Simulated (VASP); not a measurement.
# TaSi₂: restarted molecular dynamics, 2 variants

TaSi₂, P6_422 (no. 181), 9 atoms in the cell. PBE, molecular dynamics; PAW potentials Ta, Si (PBE set).

| Restart from | Temperature at the end (K) | The same without a restart (K) | Potential energy at the end (eV/atom) | The same without a restart (eV/atom) | Electronic steps in the first step after the restart | Time (s) |
|---|---|---|---|---|---|---|
| CONTCAR with velocities, WAVECAR read | 657.0 | 657.0 | -7.98763 | -7.98763 | 4 | 171 |
| CONTCAR with velocities, no WAVECAR | 657.0 | 657.0 | -7.98763 | -7.98763 | 17 | 165 |

Limits: 120 fs of 9 atoms are too short for converged averages; the cell is only 4.1 Å across, so each atom moves in step with near copies of itself.

## Input of the first row

INCAR.step1:
```
SYSTEM = TaSi2
  GGA = PE
  PREC = Normal
  ENCUT = 250
  EDIFF = 1E-6
  NELMIN = 4
  NELM = 60
  ALGO = Fast
  LREAL = Auto
  LASPH = .True.
  ISMEAR = -1
  SIGMA = 0.05
  ISYM = 0
  LWAVE = .True.
  LCHARG = .False.
  IBRION = 0
  NSW = 30
  POTIM = 2.0
  TEBEG = 1000
  ISIF = 2
  RANDOM_SEED = 271336 0 0
  MDALGO = 2
  SMASS = -3
  KPAR = 2
```

INCAR.step2, as INCAR.step1 but for:
```
- LWAVE = .True.
+ LWAVE = .False.
```

KPOINTS:
```
k-points
0
Gamma
  3 3 2
```

POSCAR.step1:
```
TaSi2
1.0
    4.7839000000      0.0000000000      0.0000000000
   -2.3919500000      4.1429789292      0.0000000000
    0.0000000000      0.0000000000      6.5700000000
Ta Si
3 6
Direct
    0.0000000000      0.5000000000      0.3333333333
    0.5000000000      0.5000000000      0.6666666667
    0.5000000000      0.0000000000      0.0000000000
    0.3179400000      0.1589700000      0.3333333333
    0.1589700000      0.8410300000      0.6666666667
    0.8410300000      0.6820600000      0.0000000000
    0.6820600000      0.8410300000      0.3333333333
    0.8410300000      0.1589700000      0.6666666667
    0.1589700000      0.3179400000      0.0000000000
```

Commands (each step's output is kept before the next begins):
```
cat potpaw_PBE.64/Ta/POTCAR potpaw_PBE.64/Si/POTCAR > POTCAR
cp INCAR.step1 INCAR
cp POSCAR.step1 POSCAR
mpirun -np 2 vasp_std > vasp.out
cp CONTCAR POSCAR
cp INCAR.step2 INCAR
mpirun -np 2 vasp_std > vasp.out
```

Changes of the last row against the first:
```
(step 1)
- LWAVE = True
+ LWAVE = False
```

VASP 6.6.1 took 171 s on 2 cores (AMD EPYC 7R13 (Zen 3)), a shared host.
